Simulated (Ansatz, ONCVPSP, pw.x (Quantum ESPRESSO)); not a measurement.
## Mo (Z = 42) (fcc): variants of one ONCV potential in the solid

```
Element                 : Mo (Z = 42)
Generator               : ONCVPSP 4.0.1.1 (patched build)
Type                    : optimised norm-conserving Vanderbilt (ONCV)
Functional              : PBEsol
Relativity              : scalar-relativistic
Frozen core             : [Ar] 3d10
Valence charge          : 14
Reference configuration : 4s2 4p6 4d5 5s1
Partial waves           : 4s+5s: rc 1.65 bohr, ncon 4, nbas 9, qcut 9.1 1/bohr, 3 projectors, debl 0.5 Ha; 4p: rc 2.00 bohr, ncon 3, nbas 6, qcut 5.6 1/bohr, 2 projectors, debl 1.5 Ha; 4d: rc 1.90 bohr, ncon 5, nbas 9, qcut 9.2 1/bohr, 2 projectors, debl 1.4 Ha
Local potential         : polynomial inside 1.50 bohr (lpopt 5, dvloc0 0 Ha)
Core correction         : Teter function, fcfact 4.25, rcfact 1.2
```

Crystal test: fcc Mo in pw.x 7.5, no spin, 14³ k-points, Fermi–Dirac smearing 0.01 Ry, cutoffs set for each file from its atomic test. The reference is all-electron LAPW (Ansatz 0.2.0) with the same functional, mesh and smearing; V0 and B0 come from Birch–Murnaghan fits to the pressures at five volumes. Errors are pseudo minus all-electron; Δ is the rms difference of the E(V) curves that follow from these fits, minima aligned, over ±6 % about the mean V0. Mesh and smearing are coarse, so the numbers serve the comparison and aren't converged zero-temperature values; the lattice is a test structure that the element need not adopt.

All-electron: a0 = 3.963 Å (V0 = 15.56 Å³/atom), B0 = 253.7 GPa.

```csv
change,cutoffs (Ry),pw.x,a0 (Å),a0 error (%),B0 error (%),Δ (meV/atom),mean pressure error (GPa)
base,70/280,converged,3.964,+0.03,+0.3,0.8,+0.22
"core correction Teter function, fcfact 3.7, rcfact 1.2",70/280,converged,3.964,+0.03,+0.3,0.7,+0.22
"local potential polynomial inside 1.50 bohr (lpopt 5, dvloc0 -1 Ha)",70/280,converged,3.964,+0.03,+0.1,0.8,+0.22
s: qcut 13.1,140/560,converged,3.964,+0.02,+0.4,0.6,+0.19
s: qcut 8.4; p: qcut 5.1; d: qcut 8.4,65/260,converged,3.964,+0.03,+0.3,0.7,+0.20
```

(1) Give the row for: p: nproj 1.

Answers

(1) pw.x: converged; mean pressure error (GPa): -0.70; a0 (Å): 3.959; a0 error (%): -0.09; B0 error (%): +1.6; Δ (meV/atom): 2.4.
